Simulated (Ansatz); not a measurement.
# ZnO: the cost of one run

All numbers below are computed with Ansatz 0.2.0 (DFT PBEsol, scalar-relativistic, plane waves, PAW).

3 further runs of the same task are left out: 3 set aside as unsound or not needed. Runs told in other sessions of the task aren't counted.

### Step 1. Starting point

The cell holds 36 atoms (NaO18Zn17): a = 7.648 Å, b = 7.648 Å, c = 7.648 Å, α = 78.63°, β = 78.63°, γ = 78.63°.

The coordinates of this cell stand in the input of its own run.

The host was relaxed before at PBEsol: a = 3.231 Å, b = 3.231 Å, c = 5.214 Å, α = 90.00°, β = 90.00°, γ = 120.00° (conventional cell), 11.781 Å³/atom.

Places, in fractions of the supercell: Na in place of Zn at (0.278, 0.278, 0.944). The start keeps the symmetry of the ideal site.

### Step 2. Band edges of the host over the zone

The input, input.yaml:

```yaml
crystal:
  lattice:
    - [3.2305167509, 0.0, 0.0]
    - [-1.6152583754, 2.7977095737, 0.0]
    - [0.0, 0.0, 5.2139362918]
  atoms:
    - { symbol: Zn, position: [0.6666666667, 0.3333333333, 0.5006385777] }
    - { symbol: Zn, position: [0.3333333333, 0.6666666667, 0.0006385777] }
    - { symbol: O, position: [0.6666666667, 0.3333333333, 0.8796714223] }
    - { symbol: O, position: [0.3333333333, 0.6666666667, 0.3796714223] }
basis:
  ecutwfc: 420
  xc_grid: 2
kpoints:
  mp_grid: { grid: [9, 9, 6] }
  band_path: { path: [VBM, CBM], npoints: 2 }
hamiltonian:
  xc: pbesol
scf:
  occupations: { method: gaussian, width: 0.02 }
output:
  forces: true
  stress: true
  eigenvalues: true
```

Command:

```console
ansatz run input.yaml --threads 8 --pin off --max-ram 16384MiB --backend cpu --events-out ev --progress --plain --runs-dir out
```

Q: Estimate wall time and peak memory on 8 threads of Arm Neoverse N1, shared host.

About 2.6 s, with a peak of 0.44 GiB.
